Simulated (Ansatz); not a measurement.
# Aluminium, fcc under PBE: convergence with the k-point mesh, part 1 of 2

How fine must the k-point mesh be for energy and pressure to settle? The geometry was relaxed under PBE beforehand and stays fixed; 8 values are run, from 2×2×2 to 19×19×19. Wanted are the values from which on the energy stays within 10 and 1 meV/atom, and the pressure within 0.5 GPa, of the last run. Within the series other settings stay, but some runs also write fields, which adds to their time. Spin polarisation is left out.

Computed with Ansatz 0.2.0 (DFT PBE, plane waves with PAW, scalar-relativistic, unless a step says otherwise).

**1. Starting point**

The structure is cubic, space group Fm-3m (No. 225). The conventional cell has a = 4.040 Å, b = 4.040 Å, c = 4.040 Å, α = 90.00°, β = 90.00°, γ = 90.00°. Around Al (site symmetry m-3m) lie 12 Al at 2.86 Å.

Coordinates:

```
Al
1.0
     0.00000    2.01996    2.01996
     2.01996    0.00000    2.01996
     2.01996    2.01996    0.00000
Al
1
Direct
  0.00000 0.00000 0.00000
```

**2. With a k-mesh of 2×2×2**

The run at 2×2×2.

The input, input.yaml:

```yaml
crystal:
  lattice:
    - [0.0, 2.0199630948, 2.0199630948]
    - [2.0199630948, 0.0, 2.0199630948]
    - [2.0199630948, 2.0199630948, 0.0]
  atoms:
    - { symbol: Al, position: [0.0, 0.0, 0.0] }
hamiltonian:
  xc: pbe
  pseudopotentials:
    kind: paw
    azcp:
      Al: "pseudopotentials/Al.paw.azcp"
basis:
  ecutwfc: 420
  fft_grid_basis: typed
kpoints:
  mp_grid: { grid: [2, 2, 2], shift: [0, 0, 0] }
magnetization:
  spin_polarized: false
scf:
  occupations: { method: fermi_dirac, width: 0.1 }
  lower_state_search: "off"
output:
  stress: true
```

The run is started by

```sh
$ ansatz run input.yaml --threads 1 --pin off --max-ram 3584MiB --backend cpu --events-out ev --progress --plain --runs-dir out
```

The program printed:

```text
Engine: ansatz 0.2.0, x86_64-unknown-linux-gnu
Pseudopotentials: kind: paw
Pseudopotential: Al, paw, valence charge 3, recommended cutoff 420 eV (normal), <dir>
Functional definition: PBE
  parameter kappa = 0.804
  parameter beta = 0.06672455060314922
  exchange = pbe_x(kappa = kappa, mu = beta*pi^2/3)
  correlation = pbe_c(beta = beta)
Crystal: 1 atoms, lattice volume = 16.484 Å³
Basis set: ecut = 420 eV, 331 PW (Γ)
Bands: 6, of which v1, the nominal top of the filled ones, is band 2 counted from 1 (1 counted from 0)
Symmetry: 48 space group operations
Space group: Fm-3m (ITA 225), of the structure as read, at distance tolerance 2.5e-5 Å
k-points: 3 of 8
Non-local potential: Al, projectors of the file, l = 0: 2, l = 1: 2, l = 2: 1
PAW form: soft (Blöchl's): semilocal exchange-correlation on the pseudo side does not see the compensation charge
PAW one-centre angular grid: Al, 110 points (default); XC on 64 Gauss nodes
Initial density: superposition of atomic densities (neutral atoms: chi_scale 0, normalization atom), corrected by the library's trained network
Initial wavefunctions: pseudopotential atomic-orbital guess
Functional: x = pbe(κ = 0.804, μ = 0.2195149727645171), c = pbe(β = 0.06672455060314922)
SCF iter   1: F=—  HF=-538.176232 eV  |F-HF|=—  |Δ(HF+E_count)|=         —  Δρ=9.57e-3  dr2=1.44e-2  ethr=1.77e-3  ⟨swp⟩=4.3  Hψ=148  notcnv=0
preconditioner: auto → none  [insulator: Δε(μ)=1.315 eV  Ē_g=13.538 eV  σ=0.100 eV  W_gap=1.00  n_scr=0 (ndim 8)  ℏωp=15.8 eV  f_vac=0.000  D(μ)=0.02/eV (n_scr^D=0)  ε∞_Penn≈2.4]
SCF iter   2: F=—  HF=-538.175691 eV  |F-HF|=—  |Δ(HF+E_count)|=   5.41e-4  Δρ=4.72e-3  dr2=3.50e-3  ethr=4.79e-4  ⟨swp⟩=1.0  Hψ=42  notcnv=0
SCF iter   3: F=—  HF=-538.175626 eV  |F-HF|=—  |Δ(HF+E_count)|=   6.46e-5  Δρ=3.42e-5  dr2=8.52e-8  ethr=1.17e-4  ⟨swp⟩=1.0  Hψ=17  notcnv=0
SCF iter   4: F=—  HF=-538.175625 eV  |F-HF|=—  |Δ(HF+E_count)|=   9.18e-7  Δρ=7.94e-6  dr2=4.72e-9  ethr=2.84e-9  ⟨swp⟩=2.0  Hψ=21  notcnv=0
iter 5 did not close the SCF: its close was put off for the readings that it lacked (scf_convergence_deferred on its scf_iter line)
SCF iter   5: F=-538.175625 eV  HF=-538.175625 eV  |F-HF|=7.84e-12  |Δ(HF+E_count)|=   8.66e-9  Δρ=7.42e-7  dr2=6.81e-11  ethr=1.57e-10  ⟨swp⟩=2.0  Hψ=20  notcnv=0
SCF iter   6: F=-538.175625 eV  HF=-538.175625 eV  |F-HF|=1.14e-13  |Δ(HF+E_count)|=  2.38e-11  Δρ=5.30e-8  dr2=3.06e-13  ethr=2.27e-12  ⟨swp⟩=1.0  Hψ=43  notcnv=0
SCF 1 converged in 6 iterations: F = -538.175625 eV  dr2 = 3.06e-13
SCF converged after 6 iterations
Free energy (F): -538.175625 eV
Harris-Foulkes:  -538.175625 eV  (|F-HF|=1.14e-13)
Internal energy: -538.174013 eV  (E = F + TS)
E sigma→0 (E₀):  -538.174819 eV
Entropy (-TS):   -0.001613 eV (-1.613 meV/atom)
Fermi energy:    5.713929 eV
--- Per-component energies (eV) ---
  E_band       = 9.988281
  E_kinetic    = 22.292850
  E_local      = 9.982036  (includes V_loc(G=0)·N_el)
  E_nonlocal   = 10.065005
  E_hartree    = 0.176922
  E_xc         = -39.683794
  E_vxc        = -28.942596  (∫ρ·V_xc dr)
  E_paw        = -467.468125  (= ΣΔE_a)
  E_vpaw       = -3.762858  (= ΣTr[D̂ρ^β])
  E_aug_tail   = -0.000002  (compensation charges beyond the density's cutoff)
  E_ewald      = -73.538905
  E_smearing   = -0.001613  (= −TS)
  E_closure    = 0.000000  (closes the sum)
  Σ components = -538.175625   (vs F -538.175625, Δ=0.00e0)
--- Stress (GPa, compression-positive) ---
       -5.249490      -0.000000       0.000000
       -0.000000      -5.249490       0.000000
       -0.000000       0.000000      -5.249490
  P = ⅓ Tr σ = -5.2495 GPa (-52.495 kbar)
```

Run time: 0.38 s. Hardware: 1 thread of Intel Xeon Platinum 8259CL at 2.50GHz (Skylake/Cascade Lake), shared host; peak memory 0.42 GiB.

**3. With a k-mesh of 4×4×4**

The run at 4×4×4.

Changes to input.yaml since step 2:

```diff
@@ -17,3 +17,3 @@
 kpoints:
-  mp_grid: { grid: [2, 2, 2], shift: [0, 0, 0] }
+  mp_grid: { grid: [4, 4, 4], shift: [0, 0, 0] }
 magnetization:
```

The run is started by

```sh
$ ansatz run input.yaml --threads 1 --pin off --max-ram 3584MiB --backend cpu --events-out ev --progress --plain --runs-dir out
```

The program printed:

```text
[... 8 set-up lines as earlier in the session ...]
Crystal: 1 atoms, lattice volume = 16.484 Å³
Basis set: ecut = 420 eV, 331 PW (Γ)
Bands: 6, of which v1, the nominal top of the filled ones, is band 2 counted from 1 (1 counted from 0)
[... 2 set-up lines as earlier in the session ...]
k-points: 8 of 64
[... 6 set-up lines as earlier in the session ...]
SCF iter   1: F=—  HF=-537.243234 eV  |F-HF|=—  |Δ(HF+E_count)|=         —  Δρ=3.29e-3  dr2=1.72e-3  ethr=1.77e-3  ⟨swp⟩=4.6  Hψ=409  notcnv=0
preconditioner: auto → none  [insulator: Δε(μ)=0.920 eV  Ē_g=13.186 eV  σ=0.100 eV  W_gap=0.83  n_scr=0 (ndim 8)  ℏωp=15.8 eV  f_vac=0.000  D(μ)=1.33/eV (n_scr^D=14)  ε∞_Penn≈2.4]
SCF iter   2: F=—  HF=-537.243157 eV  |F-HF|=—  |Δ(HF+E_count)|=   7.74e-5  Δρ=1.57e-3  dr2=3.86e-4  ethr=5.72e-5  ⟨swp⟩=1.0  Hψ=112  notcnv=0
SCF iter   3: F=—  HF=-537.243147 eV  |F-HF|=—  |Δ(HF+E_count)|=   9.64e-6  Δρ=4.09e-5  dr2=2.77e-7  ethr=1.29e-5  ⟨swp⟩=1.0  Hψ=45  notcnv=0
SCF iter   4: F=—  HF=-537.243147 eV  |F-HF|=—  |Δ(HF+E_count)|=   1.34e-7  Δρ=4.41e-6  dr2=3.38e-9  ethr=9.24e-9  ⟨swp⟩=1.2  Hψ=47  notcnv=0
iter 5 did not close the SCF: its close was put off for the readings that it lacked (scf_convergence_deferred on its scf_iter line)
SCF iter   5: F=-537.243147 eV  HF=-537.243147 eV  |F-HF|=1.64e-11  |Δ(HF+E_count)|=  2.01e-10  Δρ=6.87e-7  dr2=8.57e-11  ethr=1.13e-10  ⟨swp⟩=2.0  Hψ=56  notcnv=0
SCF iter   6: F=-537.243147 eV  HF=-537.243147 eV  |F-HF|=9.09e-13  |Δ(HF+E_count)|=  3.09e-11  Δρ=1.65e-7  dr2=4.98e-12  ethr=2.86e-12  ⟨swp⟩=1.0  Hψ=114  notcnv=0
SCF 1 converged in 6 iterations: F = -537.243147 eV  dr2 = 4.98e-12
SCF converged after 6 iterations
Free energy (F): -537.243147 eV
Harris-Foulkes:  -537.243147 eV  (|F-HF|=9.09e-13)
Internal energy: -537.198681 eV  (E = F + TS)
E sigma→0 (E₀):  -537.220914 eV
Entropy (-TS):   -0.044466 eV (-44.466 meV/atom)
Fermi energy:    7.362369 eV
--- Per-component energies (eV) ---
  E_band       = 10.911434
  E_kinetic    = 23.206618
  E_local      = 9.906445  (includes V_loc(G=0)·N_el)
  E_nonlocal   = 10.175165
  E_hartree    = 0.124717
  E_xc         = -39.732300
  E_vxc        = -28.968642  (∫ρ·V_xc dr)
  E_paw        = -467.340419  (= ΣΔE_a)
  E_vpaw       = -3.657584  (= ΣTr[D̂ρ^β])
  E_aug_tail   = -0.000002  (compensation charges beyond the density's cutoff)
  E_ewald      = -73.538905
  E_smearing   = -0.044466  (= −TS)
  E_closure    = -0.000000  (closes the sum)
  Σ components = -537.243147   (vs F -537.243147, Δ=0.00e0)
--- Stress (GPa, compression-positive) ---
        1.046241       0.000000      -0.000000
       -0.000000       1.046241       0.000000
        0.000000      -0.000000       1.046241
  P = ⅓ Tr σ = 1.0462 GPa (10.462 kbar)
```

Wall time 0.42 s (1 thread of Intel Xeon Platinum 8259CL at 2.50GHz (Skylake/Cascade Lake), shared host); peak memory 0.43 GiB.

**4. With a k-mesh of 5×5×5**

The run at 5×5×5.

Changes to input.yaml since step 3:

```diff
@@ -17,3 +17,3 @@
 kpoints:
-  mp_grid: { grid: [4, 4, 4], shift: [0, 0, 0] }
+  mp_grid: { grid: [5, 5, 5], shift: [0, 0, 0] }
 magnetization:
@@ -25 +25,5 @@
   stress: true
+  write_density: true
+  write_potential: true
+  elf: true
+  volumetric_format: npy
```

The run is started by

```sh
$ ansatz run input.yaml --threads 1 --pin off --max-ram 3584MiB --backend cpu --events-out ev --progress --plain --runs-dir out
```

The program printed:

```text
[... 8 set-up lines as earlier in the session ...]
Crystal: 1 atoms, lattice volume = 16.484 Å³
Basis set: ecut = 420 eV, 331 PW (Γ)
Bands: 6, of which v1, the nominal top of the filled ones, is band 2 counted from 1 (1 counted from 0)
[... 2 set-up lines as earlier in the session ...]
k-points: 10 of 125
[... 6 set-up lines as earlier in the session ...]
SCF iter   1: F=—  HF=-537.461329 eV  |F-HF|=—  |Δ(HF+E_count)|=         —  Δρ=1.22e-3  dr2=2.22e-4  ethr=1.77e-3  ⟨swp⟩=4.7  Hψ=506  notcnv=0
preconditioner: auto → none  [insulator: Δε(μ)=0.317 eV  Ē_g=13.286 eV  σ=0.100 eV  W_gap=0.60  n_scr=0 (ndim 8)  ℏωp=15.8 eV  f_vac=0.000  D(μ)=0.97/eV (n_scr^D=14)  ε∞_Penn≈2.4]
SCF iter   2: F=—  HF=-537.461289 eV  |F-HF|=—  |Δ(HF+E_count)|=   4.00e-5  Δρ=5.93e-4  dr2=5.10e-5  ethr=7.40e-6  ⟨swp⟩=1.2  Hψ=142  notcnv=0
SCF iter   3: F=—  HF=-537.461279 eV  |F-HF|=—  |Δ(HF+E_count)|=   1.04e-5  Δρ=9.37e-6  dr2=6.63e-9  ethr=1.70e-6  ⟨swp⟩=1.0  Hψ=57  notcnv=0
iter 4 did not close the SCF: its close was put off for the readings that it lacked (scf_convergence_deferred on its scf_iter line)
SCF iter   4: F=-537.461279 eV  HF=-537.461279 eV  |F-HF|=9.48e-11  |Δ(HF+E_count)|=   4.84e-9  Δρ=2.17e-6  dr2=3.64e-10  ethr=2.21e-10  ⟨swp⟩=2.0  Hψ=72  notcnv=0
iter 5 did not close the SCF: its close was put off for the readings that it lacked (scf_convergence_deferred on its scf_iter line)
SCF iter   5: F=-537.461279 eV  HF=-537.461279 eV  |F-HF|=7.96e-13  |Δ(HF+E_count)|=  1.11e-10  Δρ=1.39e-7  dr2=1.87e-12  ethr=1.21e-11  ⟨swp⟩=1.8  Hψ=70  notcnv=0
SCF iter   6: F=-537.461279 eV  HF=-537.461279 eV  |F-HF|=1.14e-13  |Δ(HF+E_count)|=  7.96e-13  Δρ=2.25e-8  dr2=3.59e-14  ethr=1.00e-12  ⟨swp⟩=3.4  Hψ=225  notcnv=0
SCF 1 converged in 6 iterations: F = -537.461279 eV  dr2 = 3.59e-14
SCF converged after 6 iterations
Free energy (F): -537.461279 eV
Harris-Foulkes:  -537.461279 eV  (|F-HF|=1.14e-13)
Internal energy: -537.431774 eV  (E = F + TS)
E sigma→0 (E₀):  -537.446526 eV
Entropy (-TS):   -0.029505 eV (-29.505 meV/atom)
Fermi energy:    8.276620 eV
--- Per-component energies (eV) ---
  E_band       = 10.659157
  E_kinetic    = 22.809856
  E_local      = 9.835429  (includes V_loc(G=0)·N_el)
  E_nonlocal   = 10.461780
  E_hartree    = 0.098767
  E_xc         = -39.755131
  E_vxc        = -28.975005  (∫ρ·V_xc dr)
  E_paw        = -467.343568  (= ΣΔE_a)
  E_vpaw       = -3.670434  (= ΣTr[D̂ρ^β])
  E_aug_tail   = -0.000002  (compensation charges beyond the density's cutoff)
  E_ewald      = -73.538905
  E_smearing   = -0.029505  (= −TS)
  E_closure    = -0.000000  (closes the sum)
  Σ components = -537.461279   (vs F -537.461279, Δ=0.00e0)
--- Stress (GPa, compression-positive) ---
        1.758452       0.000000       0.000000
       -0.000000       1.758452       0.000000
       -0.000000       0.000000       1.758452
  P = ⅓ Tr σ = 1.7585 GPa (17.585 kbar)
--- Band table (eV; the first three rows and the last of 10) ---
  k-point 0: bands = ["-3.1803", "20.4802", "20.4802", "20.4802", "22.0852", "22.0852"]
  k-point 1: bands = ["-2.0966", "13.2775", "19.0605", "19.0605", "22.4259", "23.5298"]
  k-point 2: bands = ["1.1060", "6.3059", "18.8139", "18.8139", "20.3593", "20.3593"]
  k-point 9: bands = ["3.8765", "8.3550", "9.7610", "11.0221", "21.6605", "23.0907"]
```

Run time: 0.42 s. Hardware: 1 thread of Intel Xeon Platinum 8259CL at 2.50GHz (Skylake/Cascade Lake), shared host; peak memory 0.43 GiB.

**5. With a k-mesh of 7×7×7**

The run at 7×7×7.

Changes to input.yaml since step 4:

```diff
@@ -17,3 +17,3 @@
 kpoints:
-  mp_grid: { grid: [5, 5, 5], shift: [0, 0, 0] }
+  mp_grid: { grid: [7, 7, 7], shift: [0, 0, 0] }
 magnetization:
```

The run is started by

```sh
$ ansatz run input.yaml --threads 1 --pin off --max-ram 3584MiB --backend cpu --events-out ev --progress --plain --runs-dir out
```

The program printed:

```text
[... 8 set-up lines as earlier in the session ...]
Crystal: 1 atoms, lattice volume = 16.484 Å³
Basis set: ecut = 420 eV, 331 PW (Γ)
Bands: 6, of which v1, the nominal top of the filled ones, is band 2 counted from 1 (1 counted from 0)
[... 2 set-up lines as earlier in the session ...]
k-points: 20 of 343
[... 6 set-up lines as earlier in the session ...]
SCF iter   1: F=—  HF=-537.555704 eV  |F-HF|=—  |Δ(HF+E_count)|=         —  Δρ=8.80e-4  dr2=1.01e-4  ethr=1.77e-3  ⟨swp⟩=4.8  Hψ=1014  notcnv=0
preconditioner: auto → none  [insulator: Δε(μ)=0.734 eV  Ē_g=13.259 eV  σ=0.100 eV  W_gap=0.69  n_scr=0 (ndim 8)  ℏωp=15.8 eV  f_vac=0.000  D(μ)=0.34/eV (n_scr^D=0)  ε∞_Penn≈2.4]
SCF iter   2: F=—  HF=-537.555715 eV  |F-HF|=—  |Δ(HF+E_count)|=   1.07e-5  Δρ=4.13e-4  dr2=2.08e-5  ethr=3.37e-6  ⟨swp⟩=1.5  Hψ=291  notcnv=0
SCF iter   3: F=—  HF=-537.555726 eV  |F-HF|=—  |Δ(HF+E_count)|=   1.14e-5  Δρ=2.31e-5  dr2=6.77e-8  ethr=6.93e-7  ⟨swp⟩=1.0  Hψ=114  notcnv=0
iter 4 did not close the SCF: its close was put off for the readings that it lacked (scf_convergence_deferred on its scf_iter line)
SCF iter   4: F=-537.555726 eV  HF=-537.555726 eV  |F-HF|=1.09e-11  |Δ(HF+E_count)|=   1.83e-8  Δρ=9.84e-7  dr2=1.05e-10  ethr=2.26e-9  ⟨swp⟩=1.0  Hψ=114  notcnv=0
iter 5 did not close the SCF: its close was put off for the readings that it lacked (scf_convergence_deferred on its scf_iter line)
SCF iter   5: F=-537.555726 eV  HF=-537.555726 eV  |F-HF|=1.14e-13  |Δ(HF+E_count)|=  3.50e-11  Δρ=7.36e-8  dr2=4.81e-13  ethr=3.51e-12  ⟨swp⟩=2.1  Hψ=144  notcnv=0
SCF iter   6: F=-537.555726 eV  HF=-537.555726 eV  |F-HF|=1.14e-13  |Δ(HF+E_count)|=  1.14e-13  Δρ=2.71e-8  dr2=1.30e-13  ethr=1.00e-12  ⟨swp⟩=3.0  Hψ=431  notcnv=0
SCF 1 converged in 6 iterations: F = -537.555726 eV  dr2 = 1.30e-13
SCF converged after 6 iterations
Free energy (F): -537.555726 eV
Harris-Foulkes:  -537.555726 eV  (|F-HF|=1.14e-13)
Internal energy: -537.544881 eV  (E = F + TS)
E sigma→0 (E₀):  -537.550303 eV
Entropy (-TS):   -0.010845 eV (-10.845 meV/atom)
Fermi energy:    8.005744 eV
--- Per-component energies (eV) ---
  E_band       = 10.552023
  E_kinetic    = 22.749553
  E_local      = 9.908445  (includes V_loc(G=0)·N_el)
  E_nonlocal   = 10.306724
  E_hartree    = 0.108404
  E_xc         = -39.737096
  E_vxc        = -28.965694  (∫ρ·V_xc dr)
  E_paw        = -467.342003  (= ΣΔE_a)
  E_vpaw       = -3.663810  (= ΣTr[D̂ρ^β])
  E_aug_tail   = -0.000002  (compensation charges beyond the density's cutoff)
  E_ewald      = -73.538905
  E_smearing   = -0.010845  (= −TS)
  E_closure    = 0.000000  (closes the sum)
  Σ components = -537.555726   (vs F -537.555726, Δ=0.00e0)
--- Stress (GPa, compression-positive) ---
       -0.242466      -0.000000       0.000000
       -0.000000      -0.242466       0.000000
       -0.000000       0.000000      -0.242466
  P = ⅓ Tr σ = -0.2425 GPa (-2.425 kbar)
--- Band table (eV; the first three rows and the last of 20) ---
  k-point 0: bands = ["-3.1782", "20.4831", "20.4831", "20.4831", "22.0845", "22.0845"]
  k-point 1: bands = ["-2.6243", "15.5324", "19.4430", "19.4430", "22.6168", "23.8205"]
  k-point 2: bands = ["-0.9754", "10.0951", "18.7412", "18.7412", "22.0302", "22.0302"]
  k-point 19: bands = ["6.0775", "6.7278", "8.1763", "11.2446", "20.6168", "25.0281"]
```

Wall time 0.64 s (1 thread of Intel Xeon Platinum 8259CL at 2.50GHz (Skylake/Cascade Lake), shared host); peak memory 0.43 GiB.

**6. With a k-mesh of 8×8×8**

The run at 8×8×8.

Changes to input.yaml since step 5:

```diff
@@ -17,3 +17,3 @@
 kpoints:
-  mp_grid: { grid: [7, 7, 7], shift: [0, 0, 0] }
+  mp_grid: { grid: [8, 8, 8], shift: [0, 0, 0] }
 magnetization:
@@ -25,5 +25 @@
   stress: true
-  write_density: true
-  write_potential: true
-  elf: true
-  volumetric_format: npy
```

The run is started by

```sh
$ ansatz run input.yaml --threads 1 --pin off --max-ram 3584MiB --backend cpu --events-out ev --progress --plain --runs-dir out
```

The program printed:

```text
[... 8 set-up lines as earlier in the session ...]
Crystal: 1 atoms, lattice volume = 16.484 Å³
Basis set: ecut = 420 eV, 331 PW (Γ)
Bands: 6, of which v1, the nominal top of the filled ones, is band 2 counted from 1 (1 counted from 0)
[... 2 set-up lines as earlier in the session ...]
k-points: 29 of 512
[... 6 set-up lines as earlier in the session ...]
SCF iter   1: F=—  HF=-537.503904 eV  |F-HF|=—  |Δ(HF+E_count)|=         —  Δρ=9.17e-4  dr2=1.16e-4  ethr=1.77e-3  ⟨swp⟩=4.9  Hψ=1487  notcnv=0
preconditioner: auto → none  [insulator: Δε(μ)=0.460 eV  Ē_g=13.218 eV  σ=0.100 eV  W_gap=0.79  n_scr=0 (ndim 8)  ℏωp=15.8 eV  f_vac=0.000  D(μ)=0.35/eV (n_scr^D=0)  ε∞_Penn≈2.4]
SCF iter   2: F=—  HF=-537.503912 eV  |F-HF|=—  |Δ(HF+E_count)|=   8.70e-6  Δρ=4.29e-4  dr2=2.39e-5  ethr=3.88e-6  ⟨swp⟩=1.4  Hψ=420  notcnv=0
SCF iter   3: F=—  HF=-537.503921 eV  |F-HF|=—  |Δ(HF+E_count)|=   8.74e-6  Δρ=2.20e-5  dr2=6.04e-8  ethr=7.96e-7  ⟨swp⟩=1.0  Hψ=165  notcnv=0
iter 4 did not close the SCF: its close was put off for the readings that it lacked (scf_convergence_deferred on its scf_iter line)
SCF iter   4: F=-537.503921 eV  HF=-537.503921 eV  |F-HF|=1.30e-11  |Δ(HF+E_count)|=   1.42e-8  Δρ=6.60e-7  dr2=2.09e-11  ethr=2.01e-9  ⟨swp⟩=1.2  Hψ=170  notcnv=0
iter 5 did not close the SCF: its close was put off for the readings that it lacked (scf_convergence_deferred on its scf_iter line)
SCF iter   5: F=-537.503921 eV  HF=-537.503921 eV  |F-HF|=0.00e0  |Δ(HF+E_count)|=  4.92e-11  Δρ=6.24e-8  dr2=3.88e-13  ethr=1.00e-12  ⟨swp⟩=2.1  Hψ=211  notcnv=0
SCF iter   6: F=-537.503921 eV  HF=-537.503921 eV  |F-HF|=0.00e0  |Δ(HF+E_count)|=    0.00e0  Δρ=1.61e-8  dr2=4.67e-14  ethr=1.00e-12  ⟨swp⟩=1.0  Hψ=417  notcnv=0
SCF 1 converged in 6 iterations: F = -537.503921 eV  dr2 = 4.67e-14
SCF converged after 6 iterations
Free energy (F): -537.503921 eV
Harris-Foulkes:  -537.503921 eV  (|F-HF|=0.00e0)
Internal energy: -537.491552 eV  (E = F + TS)
E sigma→0 (E₀):  -537.497736 eV
Entropy (-TS):   -0.012370 eV (-12.370 meV/atom)
Fermi energy:    7.919517 eV
--- Per-component energies (eV) ---
  E_band       = 10.605498
  E_kinetic    = 22.806602
  E_local      = 9.899081  (includes V_loc(G=0)·N_el)
  E_nonlocal   = 10.313456
  E_hartree    = 0.108409
  E_xc         = -39.739103
  E_vxc        = -28.967213  (∫ρ·V_xc dr)
  E_paw        = -467.341088  (= ΣΔE_a)
  E_vpaw       = -3.663242  (= ΣTr[D̂ρ^β])
  E_aug_tail   = -0.000002  (compensation charges beyond the density's cutoff)
  E_ewald      = -73.538905
  E_smearing   = -0.012370  (= −TS)
  E_closure    = 0.000000  (closes the sum)
  Σ components = -537.503921   (vs F -537.503921, Δ=0.00e0)
--- Stress (GPa, compression-positive) ---
        0.166627      -0.000000      -0.000000
       -0.000000       0.166627       0.000000
        0.000000      -0.000000       0.166627
  P = ⅓ Tr σ = 0.1666 GPa (1.666 kbar)
```

Wall time 0.43 s (1 thread of Intel Xeon Platinum 8259CL at 2.50GHz (Skylake/Cascade Lake), shared host); peak memory 0.43 GiB.

(Continued in part 2 of 2.)
